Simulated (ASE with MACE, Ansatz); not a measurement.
# Dichlorosilane on hydroxylated alpha-Al2O3(0001): reaction energies

Which steps of the reaction of dichlorosilane with hydroxylated alpha-Al2O3(0001) release energy, and how far does that hang on the level of theory?

Calculated with Ansatz 0.2.0: Kohn-Sham DFT, PBE+D3(BJ), PAW (set soft_2), plane waves; cutoff 420 eV, fermi-dirac smearing of 0.025 eV (for the slabs). Every cell is relaxed with this functional, then solved at fixed geometry with r2SCAN+D4, PBE+D3(BJ) on a denser mesh, PBE, RPBE+D3(BJ) and HSE06+D3(BJ). Cutoffs: 420 eV for PBE+D3(BJ), PBE, RPBE+D3(BJ) and HSE06+D3(BJ); 500 eV for r2SCAN+D4.

**The cells**

The cell holds 76 atoms: 16 Al, 36 O and 24 H. Cell: a = 9.580 Å, b = 9.580 Å, c = 22.300 Å, α = 90.0°, β = 90.0°, γ = 120.0°. It derives from Al2O3 (hydroxylated alpha-Al2O3(0001)). The starting structure: Corundum (0001), 2 x 2 cells, three layers of O, the outer two all OH (lattice constants typed as starting values near PBE's), about 15 Å of vacuum, lower atoms held. Vacuum lies along c. 32 atoms are held.

- Dichlorosilane on hydroxylated alpha-Al2O3(0001): one whole molecule of dichlorosilane lowered over an O-H group, eased by MACE.
- Dichlorosilane after losing HCl on hydroxylated alpha-Al2O3(0001): the H of one O-H group replaced by the Si fragment of dichlorosilane less one ligand, eased by MACE.
- Dichlorosilane fragment with one ligand changed to OH on hydroxylated alpha-Al2O3(0001): the bound fragment with one more ligand replaced by OH, eased by MACE.

Molecules sit alone in boxes of 12 to 14 Å, at Γ at every level, with a smearing of 0.01 eV.

The input of the single point on the relaxed bare surface:

```yaml
crystal:
  lattice:
    - [9.58, 0.0, 0.0]
    - [-4.79, 8.29652, 0.0]
    - [0.0, 0.0, 22.3]
  atoms:
    - { symbol: Al, position: [0.00466, 0.99967, 0.14506] }
    - { symbol: Al, position: [0.34142, 0.17341, 0.22808] }
    - { symbol: Al, position: [0.17243, 0.33447, 0.1296] }
    - { symbol: Al, position: [0.17153, 0.3337, 0.24452] }
    [... 70 atom lines left out ...]
    - { symbol: H, position: [0.75832, 0.74072, 0.31756] }
    - { symbol: H, position: [0.75941, 0.51138, 0.31848] }
kpoints:
  mp_grid: { grid: [1, 1, 1] }
hamiltonian:
  xc: pbe
  dispersion: d3bj
scf:
  occupations: { method: fermi_dirac, width: 0.025 }
output:
  forces: true
  populations: true
  dos:
    method: { smearing: { sigma: 0.08 } }
    de: 0.1
    projected:
      site_lists:
        Al: [Al]
        H: [H]
        O: [O]
        slab: [... 76 sites ...]
  eigenvalues: true
  write_density: true
  write_potential: true
  volumetric_format: npy
```

```
                                                                                   cell          formula  k-mesh  relaxation steps  gain on relaxing (eV)  free energy, PBE+D3(BJ) (eV)  Kohn-Sham gap (eV)  time of its runs on this page
                                                         hydroxylated alpha-Al2O3(0001)       Al16H24O36   1×1×1                 3                   0.02                    -29478.692                4.34                        3.7 min
                                       dichlorosilane on hydroxylated alpha-Al2O3(0001)  Al16SiH26Cl2O36   1×1×1                25                   0.16                    -32308.890                4.24                        6.1 min
                      dichlorosilane after losing HCl on hydroxylated alpha-Al2O3(0001)   Al16SiH25ClO36   1×1×1                 8                   0.13                    -31212.649                4.42                        4.6 min
dichlorosilane fragment with one ligand changed to OH on hydroxylated alpha-Al2O3(0001)     Al16SiH26O37   1×1×1                10                   0.09                    -30715.497                4.27                        4.8 min
                                                                                    H2O              H2O   1×1×1                 4                   0.15                      -599.231                6.23                           28 s
                                                                                    HCl              HCl   1×1×1                 4                   0.03                     -1096.239                6.80                           28 s
                                                                         dichlorosilane          SiH2Cl2   1×1×1                 4                   0.04                     -2829.789                6.50                           39 s
```

The gap is that between the highest filled and lowest empty Kohn-Sham level; a dash marks none computed or no clear gap. Times come from shared hosts and are rough.

**Reaction energies**

Products less reactants, from the free energies above and their like at the other levels, in eV; negative values release energy:

```
                                                          change  PBE+D3(BJ)  r2SCAN+D4  PBE+D3(BJ), denser mesh    PBE  RPBE+D3(BJ)  HSE06+D3(BJ)
                                    adsorption of dichlorosilane       -0.41      -0.36                    -0.41  -0.04        -0.42         -0.46
ligand exchange: surface + dichlorosilane → bound fragment + HCl       -0.41      -0.42                    -0.40   0.00        -0.56         -0.50
               co-reactant step: bound fragment + H2O → OH + HCl        0.14       0.05                     0.14   0.07         0.34          0.15
```

Worked for the first row at PBE+D3(BJ): (-32308.890) − (-29478.692) − (-2829.789) = -0.409 eV (from unrounded energies).

**What the relaxations did**

Bonds are pairs closer than 1.18 times the sum of covalent radii, pairs of two metal atoms left out; a bond counts as made or broken only if it crosses from under that bound to over 1.3 times, or back. All concern the added atoms.

| cell | bonds to the surface at the end | nearest contact (Å) | made in DFT | broken in DFT | largest move (Å) |
| --- | --- | --- | --- | --- | --- |
| dichlorosilane on hydroxylated alpha-Al2O3(0001) | none | H–H 2.27 | none | none | 1.93 |
| dichlorosilane after losing HCl on hydroxylated alpha-Al2O3(0001) | 1 O–Si | Si–O 1.62 | none | none | 0.62 |
| dichlorosilane fragment with one ligand changed to OH on hydroxylated alpha-Al2O3(0001) | 1 O–Si | Si–O 1.62 | none | none | 0.83 |

**Findings**

Row 1 releases 0.41 eV at PBE+D3(BJ). The molecule stays whole, with no bond to the surface by this rule. At the same geometries the levels give -0.46 (HSE06+D3(BJ)) to -0.04 eV (PBE), the denser mesh leaves it within 0.01 eV and the D3 term supplies -0.37 eV of it. Row 2 releases 0.41 eV at PBE+D3(BJ). At the same geometries the levels give -0.56 (RPBE+D3(BJ)) to 0.00 eV (PBE), the denser mesh leaves it within 0.01 eV and the D3 term supplies -0.41 eV of it. Row 3 costs 0.14 eV at PBE+D3(BJ). At the same geometries the levels give 0.05 (r2SCAN+D4) to 0.34 eV (RPBE+D3(BJ)), the denser mesh leaves it within 0.01 eV and the D3 term supplies +0.07 eV of it. Counted from the adsorbed state, the exchange costs 0.00 eV, with the by-product taken away as gas.

Limits: These are static energies with no barriers, zero-point energy or heat. Where a gas molecule is taken up, its entropy is lost, which at room temperature and above is worth several tenths of an eV to over 1 eV a molecule and isn't counted. All slabs, the starting one too, were first eased by a machine-learned potential, and one starting arrangement a cell was relaxed; others may lie lower. Only one face is changed, and the cells carry no dipole correction. Levels with D3 or D4 differ in the size of their dispersion terms as well as in the functional. In some runs the program notes that the exchange-correlation potential is rough where the density is thin.

[Logs are printed without paths, hosts, clocks, repeated set-up lines and the standing remarks that a program may print on its own settings, such as how far it seeks lower states.]

[Hosts, paths, dates, database ids (printed as entryN), source tags and the programs' standing remarks are cut or masked in the printed files.]
